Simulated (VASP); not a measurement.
Be2C, 3 atoms in the cell. Symmetry: Fm-3m, No. 225, cubic system. The conventional cell has a = 4.325 Å, b = 4.325 Å, c = 4.325 Å, α = 90.00°, β = 90.00°, γ = 90.00°. Be (site symmetry -43m) has 4 C at 1.87 Å as nearest neighbours. Around C (site symmetry m-3m) lie 8 Be at 1.87 Å. The cell is a database's computed one.

| Property | Result |
| --- | --- |
| Program | VASP 6.6.1 |
| Task | relaxation of cell and atoms |
| Functional | PBE |
| Dispersion | D3(BJ) |
| Potentials or basis | VASP PAW PBE potentials, release 64 (Be, C) |
| Cutoff | 600 eV |
| k mesh | 6 × 6 × 6 |
| Occupations | gaussian, width 0.1 eV |
| Spin | no spin polarisation |
| Dipole correction | no |
| Further INCAR settings | ALGO = Fast; EDIFF = 1e-06; IBRION = 2; EDIFFG = -0.04; NSW = 90; ISIF = 3 |

Potentials or basis: VASP PAW PBE potentials, release 64 (Be, C).

Run with:

```sh
$ cat potpaw_PBE.64/Be/POTCAR potpaw_PBE.64/C/POTCAR > POTCAR
$ mpirun -np 1 vasp_std > vasp.out
```

Hardware: 1 thread of Intel(R) Xeon(R) 6975P-C (Granite Rapids), with other jobs on the host.

Problem. How long does it take, and how much memory?

Solution. Wall time 4.2 s on 1 thread of Intel(R) Xeon(R) 6975P-C (Granite Rapids), on a shared host, peak memory 0.14 GiB. Counts: scf iterations 28, k points 16, ion steps 3.
